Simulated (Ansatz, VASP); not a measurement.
## Two plane-wave programs on Cu

```
Cu
1.0
     2.52059    0.00000    0.00000
    -1.26030    2.18290    0.00000
     0.00000    0.00000    4.11652
Cu
2
Direct
  0.33333 0.66667 0.25000
  0.66667 0.33333 0.75000
```

Alike in both runs: task single point; functional PBEsol; k mesh 15 × 15 × 9; occupations gaussian, width 0.1 eV; no spin polarisation.

|  | VASP | Ansatz |
| --- | --- | --- |
| version | VASP 6.6.1 | Ansatz 0.2.0 |
| potentials or method | VASP PAW PBE potentials, release 64 (Cu) | scalar-relativistic, plane waves, PAW |
| plane-wave cutoff (eV) | 520 | 420 |
| valence electrons in the cell | 22 | 38 |

|  | VASP | Ansatz | Ansatz less VASP |
| --- | --- | --- | --- |
| gap on the k mesh at the Fermi level (eV) | none | none | - |
| pressure (GPa) | 0.8 | -0.1 | -0.89 |
| largest component of the traceless stress (GPa) | 1.76 | 1.73 | -0.032 |

A gap of «none» marks a metal or a gap that the smearing closes. The two sets of potentials don't hold the same shells in valence.

Caveats: the PAW data sets were made with another functional, which shifts forces and pressure a little (VASP).
